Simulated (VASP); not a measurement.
# Hf (P6_3/mmc) in VASP: notebook, part 2 of 2

VASP 6.6.1.

### Step 5. Relaxation of cell and atoms, PBEsol, target pressure 30 GPa, at which the enthalpy is minimised

This run uses another cell than the first one, of 16.32 Å³/atom, 0.729 times its volume.

Input file INCAR:

```
  PREC = Accurate
  ENCUT = 520
  EDIFF = 1E-7
  ISMEAR = 0
  SIGMA = 0.1
  LREAL = F
  LASPH = T
  NELM = 80
  ALGO = Normal
  ISIF = 3
  LWAVE = F
  LCHARG = F
  GGA = PS
  IBRION = 2
  NSW = 80
  EDIFFG = -0.002
  PSTRESS = 300.0
```

Input file KPOINTS:

```
regular mesh
0
Gamma
  21 21 12
```

Input file POSCAR:

```
Hf                                      
1.0
    2.8526138642      0.0000000000      0.0000000000
   -1.4263069321      2.4704360762      0.0000000000
    0.0000000000      0.0000000000      4.6325084475
  Hf            
     2
Direct
     0.3333333300000021    0.6666666699999979    0.2500000000000000
     0.6666666699999979    0.3333333300000021    0.7500000000000000
```

Potentials or basis: VASP PAW PBE potentials, release 64 (Hf_pv).

Launch:

```console
> cat potpaw_PBE.64/Hf_pv/POTCAR > POTCAR
> mpirun -np 1 vasp_std > vasp.out
```

OUTCAR:

```text
PREC = Accurate
   ENCUT = 520
   EDIFF = 1E-7
   ISMEAR = 0
   LREAL = F
   LASPH = T
   NELM = 80
   ISIF = 3
   GGA = PS
   IBRION = 2
   NSW = 80
   EDIFFG = -0.002
   PSTRESS = 300.0

 ion  position               nearest neighbor table
   1  0.333  0.667  0.250-   2 2.84   2 2.84   2 2.84   2 2.84   2 2.84   2 2.84
   2  0.667  0.333  0.750-   1 2.84   1 2.84   1 2.84   1 2.84   1 2.84   1 2.84

  LATTYP: Found a hexagonal cell.
 ALAT       =     2.8526138642
 C/A-ratio  =     1.6239521604

  Lattice vectors:

 A1 = (   2.8526138642,   0.0000000000,   0.0000000000)
 A2 = (  -1.4263069321,   2.4704360762,   0.0000000000)
 A3 = (   0.0000000000,   0.0000000000,   4.6325084475)

Analysis of symmetry for initial positions (statically):
=====================================================================
 Subroutine PRICEL returns:
 Original cell was already a primitive cell.

 Routine SETGRP: Setting up the symmetry group for a
 hexagonal supercell.

 Subroutine GETGRP returns: Found 24 space group operations
 (whereof 12 operations were pure point group operations)
 out of a pool of 24 trial point group operations.

The static configuration has the point symmetry D_3d.
 The point group associated with its full space group is D_6h.

Analysis of symmetry for dynamics (positions and initial velocities):
=====================================================================
[... 467 lines left out ...]

 Free energy of the ion-electron system (eV)
  ---------------------------------------------------
  ext. energy  EPLUGINS =         0.00000000
  ---------------------------------------------------
  free energy    TOTEN  =       -20.39784069 eV

  energy without entropy =      -20.39049390  energy(sigma->0) =      -20.39416729

 E-fermi :   6.4841     XC(G=0): -12.4846

 val. band max:        6.4830574956   @ k =   0.0476   0.0476   0.4167
 cond. band min:       6.4885579130   @ k =   0.2857   0.2381   0.5000
 fundamental gap:      0.0055004174
 Fermi energy:         6.4841144256

 k-point     1 :       0.0000    0.0000    0.0000
  band No.  band energies     occupation
      1     -24.6130      2.00000
      2     -23.0850      2.00000
      3     -23.0850      2.00000
      4     -22.8478      2.00000
      5     -22.8468      2.00000
      6     -22.8468      2.00000
      7      -1.6423      2.00000
      8       1.9351      2.00000
      9       7.6537      0.00000
     10       7.6537      0.00000
     11       7.8292      0.00000
     12       8.0955      0.00000
     13       8.7146      0.00000
     14       8.7146      0.00000
[... 377 lines left out ...]
      1     -24.3036      2.00000
      2     -23.6935      2.00000
      3     -23.5546      2.00000
      4     -23.2521      2.00000
      5     -22.9928      2.00000
      6     -22.9850      2.00000
      7       0.6081      2.00000
      8       3.7507      2.00000
      9       5.2532      2.00000
     10       5.4037      2.00000
     11       7.2362      0.00000
     12       7.6347      0.00000
     13       8.7728      0.00000
     14       9.7061      0.00000

 [... further k-points ...]

------------------------ aborting loop because EDIFF is reached ----------------------------------------

  FORCE on cell =-STRESS in cart. coord.  units (eV):
  Direction    XX          YY          ZZ          XY          YZ          ZX
  --------------------------------------------------------------------------------------
  -------------------------------------------------------------------------------------
  Total        6.6666109      6.6666109      6.6619665      0.0000000      0.0000000      0.0000000
  in kB      300.0984757    300.0984768    299.8894094      0.0000000      0.0000000      0.0000000
  external PRESSURE =       0.0287873 kB  Pullay stress =     300.0000000 kB
[... 21 lines left out ...]
  energy  without entropy=      -20.3904939027  energy(sigma->0) =      -20.39416729

  enthalpy is  TOTEN    =       -13.7334174025 eV   P V=        6.6644232845

 reached required accuracy - stopping structural energy minimisation
```

OSZICAR:

```text
N       E                     dE             d eps       ncg     rms          rms(c)
DAV:   1     0.514088563789E+02    0.51409E+02   -0.12015E+04  9440   0.142E+03
[... 80 lines left out ...]
       N       E                     dE             d eps       ncg     rms          rms(c)
DAV:   1    -0.203982955101E+02    0.15362E-01   -0.11418E-02  9408   0.980E-01    0.283E-01
DAV:   2    -0.203979621508E+02    0.33336E-03   -0.72386E-04  9522   0.233E-01    0.828E-02
DAV:   3    -0.203978513246E+02    0.11083E-03   -0.19310E-04  9612   0.115E-01    0.365E-02
DAV:   4    -0.203978405610E+02    0.10764E-04   -0.23871E-05 10684   0.408E-02    0.327E-02
DAV:   5    -0.203978405451E+02    0.15863E-07   -0.30731E-06 11028   0.116E-02    0.581E-03
DAV:   6    -0.203978407329E+02   -0.18785E-06   -0.14313E-07  6312   0.307E-03    0.143E-03
DAV:   7    -0.203978406869E+02    0.46014E-07   -0.21158E-08  4890   0.132E-03
   9 F= -.13733417E+02 E0= -.13729744E+02  d E =-.320450E-04
```

Wall time 5.4 min (1 thread of Intel Xeon Platinum 8488C (Sapphire Rapids), shared host); peak memory 0.28 GiB.

Results:

```
Free energy                                            : -20.3978 eV
Relaxed volume                                         : 17.80 Å³/atom
Relaxed cell                                           : a = 2.948 Å, b = 2.948 Å, c = 4.730 Å, α = 90.00°, β = 90.00°, γ = 120.00°
Space group after relaxing (to 0.05 Å)                 : P6_3/mmc (No. 194)
Energy change on relaxing (the enthalpy is what falls) : -363.1 meV/atom
Ionic steps                                            : 9
Pressure after relaxing                                : 30.0 GPa
Band gap on the k mesh                                 : none (metal or under the smearing width)
```

Step by step:
| step | energy change (eV) | largest force (eV/Å) | pressure (GPa) | volume (Å³) |
| --- | --- | --- | --- | --- |
| 1 | 0.0000 | 0.0000 | 50.00 | 32.65 |
| 2 | -1.3265 | 0.0000 | -0.59 | 43.25 |
| 3 | -0.7581 | 0.0000 | 28.79 | 35.78 |
| 4 | -0.7213 | 0.0000 | 29.95 | 35.58 |
| 5 | -0.7100 | 0.0000 | 30.30 | 35.52 |
| 6 | -0.7172 | 0.0000 | 30.26 | 35.54 |
| 7 | -0.7184 | 0.0000 | 30.25 | 35.55 |
| 8 | -0.7421 | 0.0000 | 29.51 | 35.68 |
| 9 | -0.7263 | 0.0000 | 30.00 | 35.59 |

Final structure:
```cif
data_structure
_symmetry_space_group_name_H-M 'P 1'
_symmetry_Int_Tables_number 1
_cell_length_a 2.9478
_cell_length_b 2.9478
_cell_length_c 4.7296
_cell_angle_alpha 90.000
_cell_angle_beta 90.000
_cell_angle_gamma 120.000
_cell_volume 35.59
loop_
_atom_site_label
_atom_site_type_symbol
_atom_site_fract_x
_atom_site_fract_y
_atom_site_fract_z
_atom_site_occupancy
Hf1 Hf 0.33333 0.66667 0.25000 1
Hf2 Hf 0.66667 0.33333 0.75000 1
```

Levels at points of the mesh, in eV from the Fermi level:
| k point | band 8 | band 9 | band 10 | band 11 | band 12 | band 13 |
| --- | --- | --- | --- | --- | --- | --- |
| (0.00, 0.00, 0.00) | -4.55 | 1.17 | 1.17 | 1.35 | 1.61 | 2.23 |
| (0.00, 0.00, 0.50) | -5.75 | -0.01 | -0.01 | 1.07 | 1.07 | 1.07 |

Caveat: the cell is relaxed towards a set pressure, so the enthalpy falls and the energy may rise; the PAW data sets were made with another functional, which shifts forces and pressure a little. Zero-point motion and thermal expansion aren't in these numbers.
